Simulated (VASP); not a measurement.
# SiNi (Pnma) in VASP: further runs

One crystal, SiNi, is run at these levels: r2SCAN, PBEsol; tasks: relaxation of cell and atoms.

Program: VASP 6.6.1. These are calculated values, not measurements. Logs are shortened: lines on timing, memory, paths and dates and some standing lists are left out, and cuts for length are marked.

## 1. The structure

Symmetry: Pnma, No. 62, orthorhombic system. Conventional cell: a = 5.173 Å, b = 3.338 Å, c = 5.605 Å, α = 90.00°, β = 90.00°, γ = 90.00°. Si (site symmetry m) is surrounded by 6 Ni at 2.28 to 2.40 Å. Ni (site symmetry m) has 6 Si at 2.28 to 2.40 Å as nearest neighbours.

## 2. Relaxation of cell and atoms, r2SCAN

Contents of INCAR:

```
  PREC = Accurate
  ENCUT = 600
  EDIFF = 1E-6
  ISMEAR = 1
  SIGMA = 0.1
  LREAL = False
  LASPH = True
  NELM = 80
  ALGO = Normal
  ISIF = 3
  LWAVE = False
  LCHARG = False
  METAGGA = R2SCAN
  LMIXTAU = True
  IBRION = 2
  NSW = 90
  EDIFFG = -0.01
  KPAR = 4
```

Contents of KPOINTS:

```
regular mesh
0
Gamma
  8 12 8
```

Contents of POSCAR:

```
SiNi
1.0
    5.1731000000      0.0000000000      0.0000000000
    0.0000000000      3.3381000000      0.0000000000
    0.0000000000      0.0000000000      5.6049000000
Si Ni
4 4
Direct
    0.3212800000      0.7500000000      0.0825000000
    0.1787200000      0.2500000000      0.5825000000
    0.8212800000      0.7500000000      0.4175000000
    0.6787200000      0.2500000000      0.9175000000
    0.0077900000      0.2500000000      0.1875200000
    0.4922100000      0.7500000000      0.6875200000
    0.5077900000      0.2500000000      0.3124800000
    0.9922100000      0.7500000000      0.8124800000
```

Potentials or basis: VASP PAW PBE potentials, release 64 (Si, Ni).

Command:

```bash
$ cat potpaw_PBE.64/Si/POTCAR potpaw_PBE.64/Ni/POTCAR > POTCAR
$ mpirun -np 4 vasp_std > vasp.out
```

OUTCAR:

```text
PREC = Accurate
   ENCUT = 600
   EDIFF = 1E-6
   ISMEAR = 1
   LREAL = False
   LASPH = True
   NELM = 80
   ISIF = 3
   METAGGA = R2SCAN
   IBRION = 2
   NSW = 90
   EDIFFG = -0.01

 ion  position               nearest neighbor table
   1  0.321  0.750  0.083-   8 2.28   7 2.32   7 2.32   6 2.38   5 2.40   5 2.40   4 2.66   4 2.66

   2  0.179  0.250  0.583-   7 2.28   8 2.32   8 2.32   5 2.38   6 2.40   6 2.40   3 2.66   3 2.66

   3  0.821  0.750  0.417-   6 2.28   5 2.32   5 2.32   8 2.38   7 2.40   7 2.40   2 2.66   2 2.66

   4  0.679  0.250  0.917-   5 2.28   6 2.32   6 2.32   7 2.38   8 2.40   8 2.40   1 2.66   1 2.66

   5  0.008  0.250  0.188-   4 2.28   3 2.32   3 2.32   2 2.38   1 2.40   1 2.40   7 2.68   7 2.68
                             8 2.69   8 2.69
   6  0.492  0.750  0.688-   3 2.28   4 2.32   4 2.32   1 2.38   2 2.40   2 2.40   8 2.68   8 2.68
                             7 2.69   7 2.69
   7  0.508  0.250  0.312-   2 2.28   1 2.32   1 2.32   4 2.38   3 2.40   3 2.40   5 2.68   5 2.68
                             6 2.69   6 2.69
   8  0.992  0.750  0.812-   1 2.28   2 2.32   2 2.32   3 2.38   4 2.40   4 2.40   6 2.68   6 2.68
                             5 2.69   5 2.69

  LATTYP: Found a simple orthorhombic cell.
 ALAT       =     3.3381000000
 B/A-ratio  =     1.5497139091
 C/A-ratio  =     1.6790689314

  Lattice vectors:

 A1 = (   0.0000000000,  -3.3381000000,   0.0000000000)
 A2 = (   5.1731000000,   0.0000000000,   0.0000000000)
 A3 = (   0.0000000000,   0.0000000000,   5.6049000000)

Analysis of symmetry for initial positions (statically):
=====================================================================
 Subroutine PRICEL returns:
 Original cell was already a primitive cell.

 Routine SETGRP: Setting up the symmetry group for a
 simple orthorhombic supercell.

 Subroutine GETGRP returns: Found  8 space group operations
 (whereof  2 operations were pure point group operations)
 out of a pool of  8 trial point group operations.

The static configuration has the point symmetry S_2 .
 The point group associated with its full space group is D_2h.

Analysis of symmetry for dynamics (positions and initial velocities):
=====================================================================
 Subroutine PRICEL returns:
 Original cell was already a primitive cell.

 Routine SETGRP: Setting up the symmetry group for a
 simple orthorhombic supercell.

 Subroutine GETGRP returns: Found  8 space group operations
 (whereof  2 operations were pure point group operations)
 out of a pool of  8 trial point group operations.

The dynamic configuration has the point symmetry S_2 .
 The point group associated with its full space group is D_2h.

 Subroutine INISYM returns: Found  8 space group operations
 (whereof  2 operations are pure point group operations),
 and found     1 'primitive' translations

----------------------------------------------------------------------------------------

                                     Primitive cell

  volume of cell :      96.7872

  direct lattice vectors                    reciprocal lattice vectors
     5.173100000  0.000000000  0.000000000     0.193307688  0.000000000  0.000000000
     0.000000000  3.338100000  0.000000000     0.000000000  0.299571613  0.000000000
     0.000000000  0.000000000  5.604900000     0.000000000  0.000000000  0.178415315

  length of vectors
     5.173100000  3.338100000  5.604900000     0.193307688  0.299571613  0.178415315

  position of ions in fractional coordinates (direct lattice)
     0.321280000  0.750000000  0.082500000
     0.178720000  0.250000000  0.582500000
     0.821280000  0.750000000  0.417500000
     0.678720000  0.250000000  0.917500000
     0.007790000  0.250000000  0.187520000
     0.492210000  0.750000000  0.687520000
     0.507790000  0.250000000  0.312480000
     0.992210000  0.750000000  0.812480000

  ion indices of the primitive-cell ions
   primitive index   ion index
                 1           1
                 2           2
                 3           3
[... 47 lines left out ...]
   IALGO  =     38    algorithm
   IMIX   =      4    mixing-type and parameters
     AMIX     =   0.40;   BMIX     =  1.00
     AMIX_MAG =   1.60;   BMIX_MAG =  1.00
  volume/ion in A,a.u.               =      12.10        81.64
  Fermi-wavevector in a.u.,A,eV,Ry     =   1.364158  2.577886 25.319466  1.860928
  Thomas-Fermi vector in A             =   2.490499
   LORBIT       =      0    0 simple, 1 ext, 2 COOP (PROOUT), +10 PAW based schemes
   METAGGA = R2SCAN    functional components
   LHFCALC =     F    Hartree Fock is set to
   AEXX    =    0.0000 exact exchange contribution
   IVDW    =     0    specifies the selected vdW correction
   LEPSILON=     F    determine dielectric tensor
   LRPA    =     F    only Hartree local field effects (RPA)
 conjugate gradient relaxation of ions
 non-spin polarized calculation
 Methfessel and Paxton  Order N= 1 SIGMA  =   0.10
  energy-cutoff  :      600.00
  volume of cell :       96.79
 maximum number of plane-waves:      3260
 NGX is ok and might be reduce to    42
   NGX = 21   NGY = 13   NGZ = 23

--------------------------------------- Ionic step        1  -------------------------------------------

 number of electron      56.0000000 magnetization

 Free energy of the ion-electron system (eV)
  ---------------------------------------------------
  ext. energy  EPLUGINS =         0.00000000
  ---------------------------------------------------
  free energy    TOTEN  =       -86.66607025 eV

  energy without entropy =      -86.66479147  energy(sigma->0) =      -86.66564399

------------------------ aborting loop because EDIFF is reached ----------------------------------------

  FORCE on cell =-STRESS in cart. coord.  units (eV):
  Direction    XX          YY          ZZ          XY          YZ          ZX
  --------------------------------------------------------------------------------------
  -------------------------------------------------------------------------------------
  Total       -2.6064744     -1.4949635     -1.8089707     -0.0000000      0.0000000      0.0000000
  in kB      -43.1465383    -24.7470305    -29.9449808     -0.0000000      0.0000000      0.0000000
  external PRESSURE =     -32.6128499 kB  Pullay stress =       0.0000000 kB
[... 107 lines left out ...]
  FREE ENERGIE OF THE ION-ELECTRON SYSTEM (eV)
  ---------------------------------------------------
  free  energy   TOTEN  =       -86.6864719990 eV

  energy  without entropy=      -86.6851303180  energy(sigma->0) =      -86.68602477

[... ionic steps 4 to 12 ...]

--------------------------------------- Ionic step       13  -------------------------------------------

 number of electron      56.0000002 magnetization

------------------------ aborting loop because EDIFF is reached ----------------------------------------
[... 79 lines left out ...]
--------------------------------------- Ionic step       15  -------------------------------------------

 number of electron      56.0000002 magnetization

 Free energy of the ion-electron system (eV)
  ---------------------------------------------------
  ext. energy  EPLUGINS =         0.00000000
  ---------------------------------------------------
  free energy    TOTEN  =       -86.69195671 eV

  energy without entropy =      -86.69230079  energy(sigma->0) =      -86.69207140

 E-fermi :  10.6110     XC(G=0): -13.1935

 val. band max:       10.5934198204   @ k =   0.0000   0.4167   0.2500
 cond. band min:      10.6280198273   @ k =   0.0000   0.5000   0.3750
 fundamental gap:      0.0346000069
 Fermi energy:        10.6110405519

 k-point     1 :       0.0000    0.0000    0.0000
  band No.  band energies     occupation
      1      -3.2108      2.00000
      2       0.3777      2.00000
      3       1.7104      2.00000
      4       2.4487      2.00000
      5       3.6766      2.00000
      6       4.2105      2.00000
[... 853 lines left out ...]
     32      12.3968     -0.00000
     33      13.3426      0.00000

 [... further k-points ...]
[... 5 lines left out ...]
  --------------------------------------------------------------------------------------
  -------------------------------------------------------------------------------------
  Total        0.0070165      0.0142635      0.0112953      0.0000000      0.0000000      0.0000000
  in kB        0.1181410      0.2401625      0.1901851      0.0000000      0.0000000      0.0000000
  external PRESSURE =       0.1828295 kB  Pullay stress =       0.0000000 kB
[... 23 lines left out ...]
  FREE ENERGIE OF THE ION-ELECTRON SYSTEM (eV)
  ---------------------------------------------------
  free  energy   TOTEN  =       -86.6919567111 eV

  energy  without entropy=      -86.6923007886  energy(sigma->0) =      -86.69207140

 reached required accuracy - stopping structural energy minimisation
```

It took 84 min on 4 MPI ranks of Intel Xeon Platinum 8259CL at 2.50GHz (Skylake/Cascade Lake), shared host; peak memory 0.65 GiB.

What came out:

* Free energy: -86.6920 eV
* Relaxed volume: 11.89 Å³/atom
* Relaxed cell: a = 5.093 Å, b = 3.354 Å, c = 5.570 Å, α = 90.00°, β = 90.00°, γ = 90.00°
* Space group after relaxing (to 0.05 Å): Pnma (No. 62)
* Energy gained by relaxing: 3.2 meV/atom
* Ionic steps: 15
* Pressure after relaxing: 0.0 GPa
* Largest force after relaxing: 0.007 eV/Å
* Band gap on the k mesh: none (metal or under the smearing width)

Forces on the atoms (eV/Å):
```
Si   0.006  0.000 -0.001
Si  -0.006  0.000 -0.001
Si   0.006  0.000  0.001
Si  -0.006  0.000  0.001
Ni  -0.002  0.000 -0.002
Ni   0.002  0.000 -0.002
Ni  -0.002  0.000  0.002
Ni   0.002  0.000  0.002
```

Step by step:
| step | energy change (eV) | largest force (eV/Å) | pressure (GPa) | volume (Å³) |
| --- | --- | --- | --- | --- |
| 1 | 0.0000 | 0.1339 | -3.26 | 96.79 |
| 2 | -0.0018 | 0.0539 | 3.76 | 93.38 |
| 3 | -0.0204 | 0.0602 | 0.21 | 95.02 |
| 4 | -0.0232 | 0.0398 | 0.16 | 95.08 |
| 5 | -0.0248 | 0.0452 | 0.10 | 95.17 |
| 6 | -0.0249 | 0.0413 | 0.09 | 95.16 |
| 7 | -0.0253 | 0.0274 | -0.21 | 95.27 |
| 8 | -0.0254 | 0.0223 | -0.25 | 95.32 |
| 9 | -0.0257 | 0.0149 | -0.04 | 95.20 |
| 10 | -0.0257 | 0.0126 | 0.06 | 95.13 |
| 11 | -0.0257 | 0.0127 | 0.10 | 95.10 |
| 12 | -0.0258 | 0.0109 | 0.05 | 95.12 |
| 13 | -0.0258 | 0.0109 | 0.06 | 95.13 |
| 14 | -0.0259 | 0.0121 | 0.01 | 95.15 |
| 15 | -0.0259 | 0.0065 | 0.02 | 95.15 |

Final structure:
```cif
data_structure
_symmetry_space_group_name_H-M 'P 1'
_symmetry_Int_Tables_number 1
_cell_length_a 5.0932
_cell_length_b 3.3539
_cell_length_c 5.5704
_cell_angle_alpha 90.000
_cell_angle_beta 90.000
_cell_angle_gamma 90.000
_cell_volume 95.15
loop_
_atom_site_label
_atom_site_type_symbol
_atom_site_fract_x
_atom_site_fract_y
_atom_site_fract_z
_atom_site_occupancy
Si1 Si 0.32094 0.75000 0.08399 1
Si2 Si 0.17906 0.25000 0.58399 1
Si3 Si 0.82094 0.75000 0.41601 1
Si4 Si 0.67906 0.25000 0.91601 1
Ni1 Ni 0.00801 0.25000 0.18928 1
Ni2 Ni 0.49199 0.75000 0.68928 1
Ni3 Ni 0.50801 0.25000 0.31072 1
Ni4 Ni 0.99199 0.75000 0.81072 1
```

Levels at points of the mesh, in eV from the Fermi level:
```
           k point  band 24  band 25  band 26  band 27  band 28  band 29  band 30  band 31  band 32  band 33
(0.00, 0.00, 0.00)    -2.09    -2.04    -1.33    -1.25    -1.03     0.69     1.48     3.49     4.04     4.38
(0.50, 0.00, 0.00)    -2.14    -2.02    -2.02     1.07     1.07     1.17     1.17     4.09     4.09     4.88
(0.00, 0.50, 0.00)    -2.31    -2.10    -2.10    -1.56    -1.56    -0.62    -0.62     2.11     2.11     2.79
(0.50, 0.50, 0.00)    -2.27    -1.84    -1.84    -1.84    -1.84     0.51     0.51     0.51     0.51     4.62
(0.00, 0.00, 0.50)    -2.22    -1.58    -1.58    -0.27    -0.27     0.90     0.90     3.57     3.57     4.75
(0.50, 0.00, 0.50)    -2.31    -1.09    -1.09     0.84     0.84     2.40     2.40     2.85     2.85     3.04
(0.00, 0.50, 0.50)    -2.20    -2.17    -2.17    -1.84    -1.84     0.15     0.15     1.52     1.52     2.45
(0.50, 0.50, 0.50)    -2.37    -2.07    -2.07    -2.07    -2.07     2.67     2.67     2.67     2.67     3.82
```

Caveat: the PAW data sets were made with another functional, which shifts forces and pressure a little.

## 3. Relaxation of cell and atoms, r2SCAN

This run uses another cell than the first one, of 11.89 Å³/atom, 0.983 times its volume.

INCAR, as its differences from that of step 2:

```diff
@@ -2,3 +2,3 @@
   ENCUT = 600
-  EDIFF = 1E-6
+  EDIFF = 1E-7
   ISMEAR = 1
@@ -16,3 +16,3 @@
   NSW = 90
-  EDIFFG = -0.01
+  EDIFFG = -0.005
   KPAR = 4
```

KPOINTS is that of step 2.

Contents of POSCAR:

```
SiNi                                    
1.0
    5.0932087600      0.0000000000      0.0000000000
    0.0000000000      3.3539026928      0.0000000000
    0.0000000000      0.0000000000      5.5704336952
  Si              Ni            
     4     4
Direct
     0.3209440539217444    0.7500000000000000    0.0839862857797990
     0.1790559460782557    0.2500000000000000    0.5839862857797991
     0.8209440539217443    0.7500000000000000    0.4160137142202009
     0.6790559460782557    0.2500000000000000    0.9160137142202009
     0.0080076464454278    0.2500000000000000    0.1892787185905997
     0.4919923535545722    0.7500000000000000    0.6892787185905996
     0.5080076464454275    0.2500000000000000    0.3107212814094004
     0.9919923535545725    0.7500000000000000    0.8107212814094004
```

Potentials or basis: VASP PAW PBE potentials, release 64 (Si, Ni).

Command:

```bash
$ cat potpaw_PBE.64/Si/POTCAR potpaw_PBE.64/Ni/POTCAR > POTCAR
$ mpirun -np 4 vasp_std > vasp.out
```

Wall time 13 min (4 MPI ranks of Intel Xeon Platinum 8259CL at 2.50GHz (Skylake/Cascade Lake), shared host); peak memory 0.64 GiB.

Results (log left out):

```yaml
Free_energy: -86.6911 eV
Energy_gained_by_relaxing: 0.0 meV/atom
Ionic_steps: 2
Pressure_after_relaxing: 0.0 GPa
Largest_force_after_relaxing: 0.003 eV/Å
Band_gap_on_the_k_mesh: none (metal or under the smearing width)
```

Forces in eV/Å, atoms in the order of the input:
```
Si   0.003  0.000 -0.001
Si  -0.003  0.000 -0.001
Si   0.003  0.000  0.001
Si  -0.003  0.000  0.001
Ni  -0.001  0.000 -0.002
Ni   0.001  0.000 -0.002
Ni  -0.001  0.000  0.002
Ni   0.001  0.000  0.002
```

Final structure:
```
Si Ni
1.0
     5.09325    0.00000    0.00000
     0.00000    3.35405    0.00000
     0.00000    0.00000    5.57059
Si Ni
4 4
Cartesian
  1.6350 2.5155 0.4678
  0.9117 0.8385 3.2531
  4.1816 2.5155 2.3175
  3.4583 0.8385 5.1028
  0.0407 0.8385 1.0543
  2.5059 2.5155 3.8396
  2.5873 0.8385 1.7310
  5.0526 2.5155 4.5163
```

Levels at points of the mesh, in eV from the Fermi level:
```
           k point  band 26  band 27  band 28  band 29  band 30  band 31
(0.00, 0.00, 0.00)    -1.33    -1.25    -1.03     0.69     1.48     3.49
(0.50, 0.00, 0.00)    -2.02     1.07     1.07     1.17     1.17     4.09
(0.00, 0.50, 0.00)    -2.10    -1.56    -1.56    -0.62    -0.62     2.11
(0.50, 0.50, 0.00)    -1.84    -1.84    -1.84     0.51     0.51     0.51
(0.00, 0.00, 0.50)    -1.58    -0.27    -0.27     0.90     0.90     3.57
(0.50, 0.00, 0.50)    -1.09     0.84     0.84     2.40     2.40     2.85
(0.00, 0.50, 0.50)    -2.17    -1.84    -1.84     0.15     0.15     1.52
(0.50, 0.50, 0.50)    -2.07    -2.07    -2.07     2.67     2.67     2.67
```

Caveat: the PAW data sets were made with another functional, which shifts forces and pressure a little. Spin polarisation is off, so any magnetic state and its effect on volume and gap are missing.

## 4. Relaxation of cell and atoms, PBEsol

Contents of INCAR:

```
ALGO = Normal
EDIFF = 1E-6
EDIFFG = -0.01
ENCUT = 600
GGA = PS
IBRION = 2
ISIF = 3
ISMEAR = 1
KPAR = 4
LASPH = True
LCHARG = False
LREAL = False
LWAVE = False
NELM = 80
NSW = 90
PREC = Accurate
SIGMA = 0.1
```

Contents of KPOINTS:

```
k-points
0
Gamma
  8 12 8
```

Contents of POSCAR:

```
SiNi
1.0
    5.1731000000      0.0000000000      0.0000000000
    0.0000000000      3.3381000000      0.0000000000
    0.0000000000      0.0000000000      5.6049000000
Si Ni
4 4
Direct
    0.3212800000      0.7500000000      0.0825000000
    0.1787200000      0.2500000000      0.5825000000
    0.8212800000      0.7500000000      0.4175000000
    0.6787200000      0.2500000000      0.9175000000
    0.0077900000      0.2500000000      0.1875200000
    0.4922100000      0.7500000000      0.6875200000
    0.5077900000      0.2500000000      0.3124800000
    0.9922100000      0.7500000000      0.8124800000
```

Command:

```bash
$ cat potpaw_PBE.64/Si/POTCAR potpaw_PBE.64/Ni/POTCAR > POTCAR
$ mpirun -np 4 vasp_std > vasp.out
```

Run time: 8.1 min. Hardware: 4 MPI ranks of Intel Xeon 6975P-C (Granite Rapids), shared host; peak memory 0.63 GiB.

It converged, with:

| Item | Value |
| --- | --- |
| Free energy | -52.2667 eV |
| Relaxed volume | 11.81 Å³/atom |
| Relaxed cell | a = 5.088 Å, b = 3.364 Å, c = 5.521 Å, α = 90.00°, β = 90.00°, γ = 90.00° |
| Space group after relaxing (to 0.05 Å) | Pnma (No. 62) |
| Energy gained by relaxing | 5.0 meV/atom |
| Ionic steps | 12 |
| Pressure after relaxing | -0.1 GPa |
| Largest force after relaxing | 0.007 eV/Å |
| Band gap on the k mesh | none (metal or under the smearing width) |

Forces on the atoms (eV/Å):
```
Si  -0.001  0.000  0.000
Si   0.001  0.000  0.000
Si  -0.001  0.000  0.000
Si   0.001  0.000  0.000
Ni   0.003  0.000 -0.006
Ni  -0.003  0.000 -0.006
Ni   0.003  0.000  0.006
Ni  -0.003  0.000  0.006
```

Stress tensor (GPa, compression positive):
```
-0.12  0.00  0.00
 0.00 -0.02  0.00
 0.00  0.00 -0.03
```

The path:
```csv
step,energy change (eV),largest force (eV/Å),pressure (GPa),volume (Å³)
1,0.0000,0.0836,-4.18,96.79
2,0.0011,0.1136,4.80,92.43
3,-0.0301,0.0743,0.08,94.59
4,-0.0325,0.0602,0.10,94.58
5,-0.0366,0.0588,0.01,94.54
6,-0.0368,0.0692,0.03,94.53
7,-0.0384,0.0485,-0.06,94.55
8,-0.0390,0.0503,-0.11,94.56
9,-0.0396,0.0327,0.07,94.46
10,-0.0397,0.0228,0.24,94.37
11,-0.0399,0.0072,-0.13,94.56
12,-0.0399,0.0071,-0.06,94.50
```

Final structure:
```cif
data_structure
_symmetry_space_group_name_H-M 'P 1'
_symmetry_Int_Tables_number 1
_cell_length_a 5.0884
_cell_length_b 3.3636
_cell_length_c 5.5215
_cell_angle_alpha 90.000
_cell_angle_beta 90.000
_cell_angle_gamma 90.000
_cell_volume 94.50
loop_
_atom_site_label
_atom_site_type_symbol
_atom_site_fract_x
_atom_site_fract_y
_atom_site_fract_z
_atom_site_occupancy
Si1 Si 0.32113 0.75000 0.08712 1
Si2 Si 0.17887 0.25000 0.58712 1
Si3 Si 0.82113 0.75000 0.41288 1
Si4 Si 0.67887 0.25000 0.91288 1
Ni1 Ni 0.00952 0.25000 0.18745 1
Ni2 Ni 0.49048 0.75000 0.68745 1
Ni3 Ni 0.50952 0.25000 0.31255 1
Ni4 Ni 0.99048 0.75000 0.81255 1
```

Levels at points of the mesh, in eV from the Fermi level:
```
           k point  band 24  band 25  band 26  band 27  band 28  band 29  band 30  band 31  band 32  band 33
(0.00, 0.00, 0.00)    -2.04    -1.80    -1.33    -1.16    -0.94     0.66     1.38     3.35     3.80     3.98
(0.50, 0.00, 0.00)    -2.08    -1.89    -1.89     0.98     0.98     1.10     1.10     3.69     3.69     4.69
(0.00, 0.50, 0.00)    -2.22    -1.99    -1.99    -1.45    -1.45    -0.61    -0.61     2.07     2.07     2.60
(0.50, 0.50, 0.00)    -2.17    -1.76    -1.76    -1.76    -1.76     0.50     0.50     0.50     0.50     4.35
(0.00, 0.00, 0.50)    -2.15    -1.41    -1.41    -0.20    -0.20     0.83     0.83     3.35     3.35     4.43
(0.50, 0.00, 0.50)    -2.13    -0.97    -0.97     0.84     0.84     2.31     2.31     2.63     2.63     2.96
(0.00, 0.50, 0.50)    -2.10    -2.07    -2.07    -1.74    -1.74     0.19     0.19     1.37     1.37     2.40
(0.50, 0.50, 0.50)    -2.27    -1.96    -1.96    -1.96    -1.96     2.66     2.66     2.66     2.66     3.62
```

Caveat: the PAW data sets were made with another functional, which shifts forces and pressure a little.
